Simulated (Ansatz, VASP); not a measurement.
TaN: VASP beside Ansatz

The input INCAR:

```
ALGO = Normal
EDIFF = 1E-7
ENCUT = 520
GGA = PS
ISIF = 2
ISMEAR = 0
LASPH = True
LCHARG = False
LREAL = False
LWAVE = False
NBANDS = 15
NELM = 100
PREC = Accurate
SIGMA = 0.15
```

The input KPOINTS:

```
k-points
0
Gamma
  24 24 20
```

POSCAR

```
TaN
1.0
    2.8070294830      0.0000000000      0.0000000000
   -1.4035147415      2.4309588414      0.0000000000
    0.0000000000      0.0000000000      2.8707276426
Ta N
1 1
Direct
    0.3333333333      0.6666666667      0.5000000000
    0.0000000000      0.0000000000      0.0000000000
```

Input for Ansatz:

```yaml
crystal:
  lattice:
    - [2.807029483, 0.0, 0.0]
    - [-1.4035147415, 2.4309588414, 0.0]
    - [0.0, 0.0, 2.8707276426]
  atoms:
    - { symbol: Ta, position: [0.3333333333, 0.6666666667, 0.5] }
    - { symbol: "N", position: [0.0, 0.0, 0.0] }
basis:
  ecutwfc: 420
kpoints:
  mp_grid: { grid: [24, 24, 20] }
hamiltonian:
  xc: pbesol
scf:
  occupations: { method: gaussian, width: 0.15 }
output:
  forces: true
  stress: true
  eigenvalues: true
  write_density: true
  write_potential: true
  elf: true
  volumetric_format: npy
```

Change from the starting cell: strain -0.040 along x and y, +0.000 along z, atoms carried along.

Alike in both runs: task single point; functional PBEsol; k mesh 24 × 24 × 20; occupations gaussian, width 0.15 eV; no spin polarisation.

|  | VASP | Ansatz |
| --- | --- | --- |
| version | VASP 6.6.1 | Ansatz 0.2.0 |
| potentials or method | VASP PAW PBE potentials, release 64 (Ta_pv, N) | scalar-relativistic, plane waves, PAW |
| plane-wave cutoff (eV) | 520 | 420 |
| valence electrons in the cell | 16 | 18 |

```csv
,VASP,Ansatz,Ansatz less VASP
gap on the k mesh at the Fermi level (eV),none,none,-
pressure (GPa),35.6,34.3,-1.32
largest component of the traceless stress (GPa),17.67,17.84,+0.167
```

A gap of «none» marks a metal or a gap that the smearing closes. The two sets of potentials don't hold the same shells in valence.

Caveats: so large a pressure means that the cell lies far from this level's equilibrium, or that cutoff or potentials fall short (VASP); the potentials were made for another functional, which shifts forces and pressure (VASP). Spin-orbit coupling is left out, which matters for the levels of Ta.
